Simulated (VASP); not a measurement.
Write the native input for VASP 6.6.1 that does the following.

```yaml
Task: band structure
Functional: LDA
Potentials_or_basis: VASP PAW LDA potentials, release 64 (Na_pv, Cl)
Cutoff: 520 eV
k_mesh: 8 × 8 × 8
Occupations: gaussian, width 0.02 eV
Spin: no spin polarisation
Further_INCAR_settings: ALGO = Fast; EDIFF = 1e-07; NBANDS = 14
```

The structure of NaCl lies in POSCAR:

```
NaCl                                    
1.0
   -0.0000000000      2.7325364907      2.7325364907
    2.7325364907     -0.0000000000      2.7325364907
    2.7325364907      2.7325364907     -0.0000000000
  Na              Cl            
     1     1
Direct
     0.0000000000000000    0.0000000000000000    0.0000000000000000
     0.5000000000000000    0.5000000000000000    0.5000000000000000
```

The cell was built by a generator and needn't be a form met in nature.

The input as run:

INCAR

```
  PREC = Accurate
  ENCUT = 520
  EDIFF = 1E-7
  ISMEAR = 0
  SIGMA = 0.02
  LREAL = False
  LASPH = True
  NELM = 60
  ALGO = Fast
  ISIF = 2
  LWAVE = False
  LCHARG = False
  NBANDS = 14
```

KPOINTS

```
regular mesh
0
Gamma
  8 8 8
```

KPOINTS_OPT

```
path GXWKGLUWLK,UX
15
line-mode
reciprocal
 0.0000000000  0.0000000000  0.0000000000  G
 0.5000000000  0.0000000000  0.5000000000  X

 0.5000000000  0.0000000000  0.5000000000  X
 0.5000000000  0.2500000000  0.7500000000  W

 0.5000000000  0.2500000000  0.7500000000  W
 0.3750000000  0.3750000000  0.7500000000  K

 0.3750000000  0.3750000000  0.7500000000  K
 0.0000000000  0.0000000000  0.0000000000  G

 0.0000000000  0.0000000000  0.0000000000  G
 0.5000000000  0.5000000000  0.5000000000  L

 0.5000000000  0.5000000000  0.5000000000  L
 0.6250000000  0.2500000000  0.6250000000  U

 0.6250000000  0.2500000000  0.6250000000  U
 0.5000000000  0.2500000000  0.7500000000  W

 0.5000000000  0.2500000000  0.7500000000  W
 0.5000000000  0.5000000000  0.5000000000  L

 0.5000000000  0.5000000000  0.5000000000  L
 0.3750000000  0.3750000000  0.7500000000  K

 0.6250000000  0.2500000000  0.6250000000  U
 0.5000000000  0.0000000000  0.5000000000  X
```

Potentials or basis: VASP PAW LDA potentials, release 64 (Na_pv, Cl).

Command:

```sh
$ cat potpaw_LDA.64/Na_pv/POTCAR potpaw_LDA.64/Cl/POTCAR > POTCAR
$ mpirun -np 1 vasp_std > vasp.out
```

It gave:

* Pressure: 0.0 GPa
* Band gap on the k mesh: 5.08 eV, direct
* Band gap along the path: 5.08 eV, direct

Wall time 68 s on 1 thread of Intel(R) Xeon(R) Platinum 8259CL CPU @ 2.50GHz (Skylake/Cascade Lake), on a shared host, peak memory 0.16 GiB.
